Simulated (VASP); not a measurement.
# InSe (Pm-3m) in VASP: reference runs

Aim: a first look at InSe with PBE, on the cell as given.

All numbers are computed with VASP 6.6.1; they aren't measurements. Logs are shortened: lines on timing, memory, paths and dates and some standing lists are left out, and cuts for length are marked.

### 1 Starting point

It takes space group Pm-3m (No. 221, cubic). Conventional cell: a = 3.632 Å, b = 3.632 Å, c = 3.632 Å, α = 90.00°, β = 90.00°, γ = 90.00°. In (site symmetry m-3m) has 8 Se at 3.15 Å as nearest neighbours. Around Se (site symmetry m-3m) lie 8 In at 3.15 Å.

The cell was built by a generator and needn't be a form met in nature.

### 2 Single point, PBE

Contents of INCAR:

```
SYSTEM = InSe
PREC = Accurate ; ENCUT = 520
EDIFF = 1E-7 ; ISMEAR = -1
SIGMA = 0.05 ; LREAL = .FALSE.
LASPH = .TRUE. ; NELM = 100
ALGO = Normal ; ISIF = 2
LWAVE = .FALSE. ; LCHARG = .FALSE.
GGA = PE ; NBANDS = 16
```

Contents of KPOINTS:

```
Automatic mesh
0
G
  7 7 7
  0 0 0
```

Contents of POSCAR:

```
InSe
1.0
    3.6320400000      0.0000000000      0.0000000000
    0.0000000000      3.6320400000      0.0000000000
    0.0000000000      0.0000000000      3.6320400000
In Se
1 1
Direct
    0.5000000000      0.5000000000      0.5000000000
    0.0000000000      0.0000000000      0.0000000000
```

Potentials or basis: VASP PAW PBE potentials, release 64 (In_d, Se).

Started as:

```sh
$ cat potpaw_PBE.64/In_d/POTCAR potpaw_PBE.64/Se/POTCAR > POTCAR
$ mpirun -np 1 vasp_std > vasp.out
```

OUTCAR:

```text
SYSTEM = InSe
   PREC = Accurate
   ENCUT = 520
   EDIFF = 1E-7
   ISMEAR = -1
   LREAL = .FALSE.
   LASPH = .TRUE.
   NELM = 100
   ISIF = 2
   GGA = PE

 ion  position               nearest neighbor table
   1  0.500  0.500  0.500-   2 3.15   2 3.15   2 3.15   2 3.15   2 3.15   2 3.15   2 3.15   2 3.15

   2  0.000  0.000  0.000-   1 3.15   1 3.15   1 3.15   1 3.15   1 3.15   1 3.15   1 3.15   1 3.15

  LATTYP: Found a simple cubic cell.
 ALAT       =     3.6320400000

  Lattice vectors:

 A1 = (   3.6320400000,   0.0000000000,   0.0000000000)
 A2 = (   0.0000000000,   3.6320400000,   0.0000000000)
 A3 = (   0.0000000000,   0.0000000000,   3.6320400000)

Analysis of symmetry for initial positions (statically):
=====================================================================
 Subroutine PRICEL returns:
 Original cell was already a primitive cell.

 Routine SETGRP: Setting up the symmetry group for a
 simple cubic supercell.

 Subroutine GETGRP returns: Found 48 space group operations
 (whereof 48 operations were pure point group operations)
 out of a pool of 48 trial point group operations.

The static configuration has the point symmetry O_h .

Analysis of symmetry for dynamics (positions and initial velocities):
=====================================================================
 Subroutine PRICEL returns:
 Original cell was already a primitive cell.

 Routine SETGRP: Setting up the symmetry group for a
 simple cubic supercell.

 Subroutine GETGRP returns: Found 48 space group operations
 (whereof 48 operations were pure point group operations)
 out of a pool of 48 trial point group operations.

The dynamic configuration has the point symmetry O_h .

 Subroutine INISYM returns: Found 48 space group operations
 (whereof 48 operations are pure point group operations),
 and found     1 'primitive' translations

----------------------------------------------------------------------------------------

                                     Primitive cell

  volume of cell :      47.9128

  direct lattice vectors                    reciprocal lattice vectors
     3.632040000  0.000000000  0.000000000     0.275327364  0.000000000  0.000000000
     0.000000000  3.632040000  0.000000000     0.000000000  0.275327364  0.000000000
     0.000000000  0.000000000  3.632040000     0.000000000  0.000000000  0.275327364

  length of vectors
     3.632040000  3.632040000  3.632040000     0.275327364  0.275327364  0.275327364

  position of ions in fractional coordinates (direct lattice)
     0.500000000  0.500000000  0.500000000
     0.000000000  0.000000000  0.000000000

  ion indices of the primitive-cell ions
   primitive index   ion index
                 1           1
                 2           2

----------------------------------------------------------------------------------------

 KPOINTS: Automatic mesh

Automatic generation of k-mesh.
 Grid dimensions read from file:
 generate k-points for:    7    7    7

 Generating k-lattice:

  Cartesian coordinates                     Fractional coordinates (reciprocal lattice)
     0.039332481  0.000000000  0.000000000     0.142857143  0.000000000  0.000000000
     0.000000000  0.039332481  0.000000000     0.000000000  0.142857143  0.000000000
     0.000000000  0.000000000  0.039332481     0.000000000  0.000000000  0.142857143

  Length of vectors
     0.039332481  0.039332481  0.039332481

  Shift w.r.t. Gamma in fractional coordinates (k-lattice)
     0.000000000  0.000000000  0.000000000

 Subroutine IBZKPT returns following result:
 ===========================================

 Found     20 irreducible k-points:

 Following reciprocal coordinates:
            Coordinates               Weight
  0.000000  0.000000  0.000000      1.000000
  0.142857  0.000000  0.000000      6.000000
  0.285714  0.000000  0.000000      6.000000
  0.428571  0.000000  0.000000      6.000000
  0.142857  0.142857  0.000000     12.000000
  0.285714  0.142857  0.000000     24.000000
[... 12 lines left out ...]
  0.428571  0.428571  0.285714     24.000000
  0.428571  0.428571  0.428571      8.000000
   k-points           NKPTS =     20   k-points in BZ     NKDIM =     20   number of bands    NBANDS=     16
   number of dos      NEDOS =    301   number of ions     NIONS =      2
   total plane-waves  NPLWV =  21952
   dimension x,y,z NGX =    28 NGY =   28 NGZ =   28
   dimension x,y,z NGXF=    56 NGYF=   56 NGZF=   56
   ions per type =               1   1
   NGX,Y,Z   is equivalent  to a cutoff of  12.82, 12.82, 12.82 a.u.
   NGXF,Y,Z  is equivalent  to a cutoff of  25.63, 25.63, 25.63 a.u.
 SYSTEM =  InSe
   PREC   = accura    normal or accurate (medium, high low for compatibility)
   ISTART =      0    job   : 0-new  1-cont  2-samecut
   ICHARG =      2    charge: 1-file 2-atom 10-const
   ISPIN  =      1    spin polarized calculation?
   LNONCOLLINEAR =      F non collinear calculations
   LSORBIT =      F    spin-orbit coupling
   LASPH  =      T    aspherical Exc in radial PAW
   ENCUT  =  520.0 eV  38.22 Ry    6.18 a.u.   6.75  6.75  6.75*2*pi/ulx,y,z
   NELM   =    100;   NELMIN=  2; NELMDL= -5     # of ELM steps
   EDIFF  = 0.1E-06   stopping-criterion for ELM
   LREAL  =      F    real-space projection
   EDIFFG = 0.1E-05   stopping-criterion for IOM
   NSW    =      0    number of steps for IOM
   IBRION =     -1    ionic relax: 0-MD 1-quasi-New 2-CG
   NFREE  =      0    steps in history (QN), initial steepest desc. (CG)
   ISIF   =      2    stress and relaxation
   ISYM   =      2    0-nonsym 1-usesym 2-fastsym
   POTIM  = 0.5000    time-step for ionic-motion
   TEBEG  =    0.0;   TEEND  =   0.0 temperature during run
   PSTRESS=    0.0 pullay stress
   NELECT =      19.0000    total number of electrons
   NUPDOWN=      -1.0000    fix difference up-down
   EMIN   =  10.00;   EMAX   =-10.00  energy-range for DOS
   EFERMI =   0.00;   METHOD = LEGACY
   ISMEAR =    -1;   SIGMA  =   0.05  broadening in eV -4-tet -1-fermi 0-gaus
   EFERMI_NEDOS =   21; number of points for ismear=-14 and -15
   IALGO  =     38    algorithm
   IMIX   =      4    mixing-type and parameters
     AMIX     =   0.40;   BMIX     =  1.00
     AMIX_MAG =   1.60;   BMIX_MAG =  1.00
  volume/ion in A,a.u.               =      23.96       161.67
  Fermi-wavevector in a.u.,A,eV,Ry     =   1.202750  2.272868 19.682295  1.446608
  Thomas-Fermi vector in A             =   2.338523
   LORBIT       =      0    0 simple, 1 ext, 2 COOP (PROOUT), +10 PAW based schemes
   GGA     = PE    functional components
   LHFCALC =     F    Hartree Fock is set to
   AEXX    =    0.0000 exact exchange contribution
   IVDW    =     0    specifies the selected vdW correction
   LEPSILON=     F    determine dielectric tensor
   LRPA    =     F    only Hartree local field effects (RPA)
 non-spin polarized calculation
  energy-cutoff  :      520.00
  volume of cell :       47.91
 maximum number of plane-waves:      1309
 NGX is ok and might be reduce to    28
   NGX = 13   NGY = 13   NGZ = 13

 number of electron      18.9999994 magnetization

 Free energy of the ion-electron system (eV)
  ---------------------------------------------------
  ext. energy  EPLUGINS =         0.00000000
  ---------------------------------------------------
  free energy    TOTEN  =        -6.46562309 eV

  energy without entropy =       -6.45932735  energy(sigma->0) =       -6.46247522

 E-fermi :   5.8519     XC(G=0): -10.1989

 val. band max:        5.8425309191   @ k =   0.4286   0.4286   0.0000
 cond. band min:       5.9604783398   @ k =   0.2857   0.2857   0.2857
 fundamental gap:      0.1179474207
 Fermi energy:         5.8518637859

 k-point     1 :       0.0000    0.0000    0.0000
  band No.  band energies     occupation
      1      -8.4966      2.00000
      2      -8.4966      2.00000
      3      -8.3219      2.00000
      4      -8.3219      2.00000
      5      -8.3219      2.00000
      6      -7.6269      2.00000
[... 8 lines left out ...]
     15      14.1786      0.00000
     16      19.3891      0.00000

 k-point     2 :       0.1429    0.0000    0.0000
  band No.  band energies     occupation
      1      -8.4944      2.00000
      2      -8.4707      2.00000
      3      -8.3335      2.00000
      4      -8.3335      2.00000
      5      -8.3209      2.00000
      6      -7.4932      2.00000
[... 8 lines left out ...]
     15      13.8040      0.00000
     16      18.7870      0.00000

 k-point     3 :       0.2857    0.0000    0.0000
  band No.  band energies     occupation
      1      -8.4896      2.00000
      2      -8.4132      2.00000
      3      -8.3594      2.00000
      4      -8.3594      2.00000
      5      -8.3185      2.00000
      6      -7.1509      2.00000
[... 8 lines left out ...]
     15      15.7558      0.00000
     16      16.6220      0.00000

 k-point     4 :       0.4286    0.0000    0.0000
  band No.  band energies     occupation
      1      -8.4857      2.00000
      2      -8.3800      2.00000
      3      -8.3800      2.00000
      4      -8.3674      2.00000
      5      -8.3167      2.00000
      6      -6.8171      2.00000
[... 8 lines left out ...]
     15      15.1239      0.00000
     16      19.2276      0.00000
[... 248 lines left out ...]
 k-point    18 :       0.4286    0.2857    0.2857
  band No.  band energies     occupation
      1      -8.5074      2.00000
      2      -8.4256      2.00000
      3      -8.3969      2.00000
      4      -8.3503      2.00000
      5      -8.3007      2.00000
      6      -5.9835      2.00000
[... 8 lines left out ...]
     15      16.9506      0.00000
     16      18.0876      0.00000

 k-point    19 :       0.4286    0.4286    0.2857
  band No.  band energies     occupation
      1      -8.5187      2.00000
      2      -8.4251      2.00000
      3      -8.4214      2.00000
      4      -8.3244      2.00000
      5      -8.2712      2.00000
      6      -5.8021      2.00000
[... 8 lines left out ...]
     15      18.8588      0.00000
     16      19.0441      0.00000

 k-point    20 :       0.4286    0.4286    0.4286
  band No.  band energies     occupation
      1      -8.4735      2.00000
      2      -8.4517      2.00000
      3      -8.4517      2.00000
      4      -8.2699      2.00000
      5      -8.2699      2.00000
      6      -5.7103      2.00000
[... 8 lines left out ...]
     15      20.1447      0.00000
     16      20.1447      0.00000

------------------------ aborting loop because EDIFF is reached ----------------------------------------

  FORCE on cell =-STRESS in cart. coord.  units (eV):
  Direction    XX          YY          ZZ          XY          YZ          ZX
  --------------------------------------------------------------------------------------
  -------------------------------------------------------------------------------------
  Total       -0.0085466     -0.0085466     -0.0085466      0.0000000      0.0000000      0.0000000
  in kB       -0.2857950     -0.2857950     -0.2857950      0.0000000      0.0000000      0.0000000
  external PRESSURE =      -0.2857950 kB  Pullay stress =       0.0000000 kB

 VOLUME and BASIS-vectors are now :
 -----------------------------------------------------------------------------
  energy-cutoff  :      520.00
  volume of cell :       47.91
      direct lattice vectors                 reciprocal lattice vectors
     3.632040000  0.000000000  0.000000000     0.275327364  0.000000000  0.000000000
     0.000000000  3.632040000  0.000000000     0.000000000  0.275327364  0.000000000
     0.000000000  0.000000000  3.632040000     0.000000000  0.000000000  0.275327364

 POSITION                                       TOTAL-FORCE (eV/Angst)
 -----------------------------------------------------------------------------------
      1.81602      1.81602      1.81602         0.000000      0.000000      0.000000
      0.00000      0.00000      0.00000         0.000000      0.000000      0.000000
 -----------------------------------------------------------------------------------
    total drift:                                0.000000      0.000000      0.000000

  FREE ENERGIE OF THE ION-ELECTRON SYSTEM (eV)
  ---------------------------------------------------
  free  energy   TOTEN  =        -6.4656230926 eV

  energy  without entropy=       -6.4593273549  energy(sigma->0) =       -6.46247522
```

It took 9.1 s on 1 thread of AMD EPYC 9R45 (Zen 5), shared host; peak memory 0.13 GiB.

Results:

```
Free energy            : -6.4656 eV
Pressure               : 0.0 GPa
Band gap on the k mesh : none (metal or under the smearing width)
```
